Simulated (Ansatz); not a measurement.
## Ti: energy from the work of forces and stress

```
CELL_PARAMETERS angstrom
4.56737 0.00000 0.00000
-2.28369 3.95546 0.00000
0.00000 0.00000 2.82624
ATOMIC_POSITIONS crystal
Ti 0.00000 0.00000 0.00000
Ti 0.33333 0.66667 0.50000
Ti 0.66667 0.33333 0.50000
```

Computed with Ansatz, DFT PBE, scalar-relativistic, plane waves, PAW.

Settings: cutoff 420 eV, Γ-centred mesh 12×12×14 on the computed 3-atom cell, Gaussian smearing of 0.10 eV; no spin polarisation.

At the start the stress (GPa, compression positive, xx yy zz yz xz xy) is 0.87 0.87 0.77 0.00 0.00 0.00 and all forces are under 0.005 eV/Å. Each variant moves atoms by u and then strains the cell by ε, so an atom ends at (r + u)(1 + ε); shears are tensor components, each standing twice in ε. The starting volume is 51.06 Å³.

Variant 1: strain (xx yy zz yz xz xy, %) -0.66 -0.66 -9.65 0.00 0.00 0.00. There the stress is 11.51 11.51 30.43 0.00 0.00 0.00 GPa.

Variant 2: strain (xx yy zz yz xz xy, %) -4.53 -4.53 4.47 0.00 0.00 0.00. There the stress is 12.25 12.25 -4.10 0.00 0.00 0.00 GPa.

Variant 3: strain (xx yy zz yz xz xy, %) -1.75 -1.75 -4.75 0.00 0.00 0.00. There the stress is 9.79 9.79 17.40 0.00 0.00 0.00 GPa.

Variant 4: strain (xx yy zz yz xz xy, %) -3.13 -3.13 5.87 0.00 0.00 0.00. There the stress is 6.62 6.62 -8.67 0.00 0.00 0.00 GPa.

Question: Estimate each change of free energy from forces and stresses by the trapezoid rule along the path (r + tu)(1 + tε), t from 0 to 1, and compare with the computed change.

Answer: The derivative of the energy along the path is −F·u(1 + tε) for the atoms and −V σ(1 + tε)⁻¹ : ε for the cell, with F, σ and V taken at t (σ positive in compression; 1 eV/Å³ = 160.2 GPa). Averaging t = 0 and t = 1 gives, in meV per atom:
| variant | work on atoms | work on cell | sum | computed |
| --- | --- | --- | --- | --- |
| 1 | 0.0 | 165.7 | 165.7 | 165.2 |
| 2 | 0.0 | 70.0 | 70.0 | 70.3 |
| 3 | 0.0 | 63.0 | 63.0 | 60.7 |
| 4 | 0.0 | 48.4 | 48.4 | 51.1 |

The rule is exact for a quadratic energy surface and overshoots a term ct³ by c/2, so the difference between the last two columns measures the net anharmonic part along the path (terms of opposite sign can cancel, and the finite basis adds a little): 0 to 5 % here.

This form isn't the element's structure at ambient conditions.

Cost: 5 runs of about 1.5 core-minutes in all, on Arm Neoverse N1 (shared hosts).